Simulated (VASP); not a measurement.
Here is a VASP 6.6.1 calculation.

The input INCAR:

```
  PREC = Accurate
  ENCUT = 520
  EDIFF = 1E-6
  ISMEAR = 0
  SIGMA = 0.02
  LREAL = False
  LASPH = True
  NELM = 100
  ALGO = Normal
  ISIF = 2
  LWAVE = False
  LCHARG = False
  GGA = PS
  NBANDS = 17
```

KPOINTS

```
regular mesh
0
Gamma
  8 8 8
```

The input POSCAR:

```
SnSe
1.0
    0.0000000000      2.9727546659      2.9727546659
    2.9727546659      0.0000000000      2.9727546659
    2.9727546659      2.9727546659      0.0000000000
Sn Se
1 1
Direct
    0.0000000000      0.0000000000      0.0000000000
    0.5000000000      0.5000000000      0.5000000000
```

Potentials or basis: VASP PAW PBE potentials, release 64 (Sn_d, Se).

Command:

```bash
$ cat potpaw_PBE.64/Sn_d/POTCAR potpaw_PBE.64/Se/POTCAR > POTCAR
$ mpirun -np 1 vasp_std > vasp.out
```

Question: Predict the pressure.

Answer: 0.0 GPa.

Question: Predict the band gap on the k mesh.

Answer: 0.75 eV, indirect (least direct gap 0.82 eV).

Caveat: the PAW data sets were made with another functional, which shifts forces and pressure a little; spin-orbit coupling is left out, which moves the levels of the heavy elements. A k mesh can miss the band edges.
